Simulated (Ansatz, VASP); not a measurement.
# Mg in VASP and in Ansatz

File POSCAR:

```
Mg
1.0
    3.1922220223      0.0000000000      0.0000000000
   -1.5961110112      2.7645453658      0.0000000000
    0.0000000000      0.0000000000     25.2130243169
Mg
5
Direct
    0.3333333333      0.6666666667      0.2974653063
    0.6666666667      0.3333333333      0.3987326531
    0.3333333333      0.6666666667      0.5000000000
    0.6666666667      0.3333333333      0.6012673469
    0.3333333333      0.6666666667      0.7025346937
```

The input INCAR.step1:

```
  PREC = Accurate
  ENCUT = 520
  ISMEAR = 0
  SIGMA = 0.1
  LREAL = F
  LASPH = T
  NELM = 100
  LDIPOL = T
  IDIPOL = 3
  DIPOL = 0.5 0.5 0.500
  NBANDS = 13
  GGA = PE
  ALGO = Normal
  EDIFF = 1E-4
  LWAVE = T
  LCHARG = F
```

The input INCAR.step2:

```
  PREC = Accurate
  ENCUT = 520
  EDIFF = 1E-7
  ISMEAR = 0
  SIGMA = 0.1
  LREAL = F
  LASPH = T
  NELM = 100
  ALGO = Normal
  ISIF = 2
  LWAVE = F
  LCHARG = F
  LDIPOL = T
  IDIPOL = 3
  DIPOL = 0.5 0.5 0.500
  METAGGA = R2SCAN
  LMIXTAU = T
  NBANDS = 13
  ISTART = 1
```

Contents of KPOINTS:

```
regular mesh
0
Gamma
  12 12 1
```

Input for Ansatz:

```yaml
crystal:
  lattice:
    - [3.1922220223, 0.0, 0.0]
    - [-1.5961110112, 2.7645453658, 0.0]
    - [0.0, 0.0, 25.2130243169]
  atoms:
    - { symbol: Mg, position: [0.3333333333, 0.6666666667, 0.2974653063] }
    - { symbol: Mg, position: [0.6666666667, 0.3333333333, 0.3987326531] }
    - { symbol: Mg, position: [0.3333333333, 0.6666666667, 0.5] }
    - { symbol: Mg, position: [0.6666666667, 0.3333333333, 0.6012673469] }
    - { symbol: Mg, position: [0.3333333333, 0.6666666667, 0.7025346937] }
basis:
  ecutwfc: 500
kpoints:
  mp_grid: { grid: [12, 12, 1] }
hamiltonian:
  xc: r2scan
scf:
  occupations: { method: gaussian, width: 0.1 }
output:
  forces: true
  stress: true
  eigenvalues: true
efield:
  axis: 3
  dipole_correction: true
```

Alike in both runs: task single point; functional r2SCAN; k mesh 12 × 12 × 1; occupations gaussian, width 0.1 eV; no spin polarisation.

|  | VASP | Ansatz |
| --- | --- | --- |
| version | VASP 6.6.1 | Ansatz 0.2.0 |
| potentials or method | VASP PAW PBE potentials, release 64 (Mg) | scalar-relativistic, plane waves, PAW |
| plane-wave cutoff (eV) | 520 | 500 |
| valence electrons in the cell | 10 | 50 |

|  | VASP | Ansatz | Ansatz less VASP |
| --- | --- | --- | --- |
| gap on the k mesh at the Fermi level (eV) | none | none | - |
| rms of the force components (eV/Å) | 0.035 | 0.039 | +0.0039 |

Atom by atom the forces differ by 0.005 eV/Å (rms over components). A gap of «none» marks a metal or a gap that the smearing closes. The two sets of potentials don't hold the same shells in valence.

Caveats: the PAW data sets were made with another functional, which shifts forces and pressure a little (VASP).
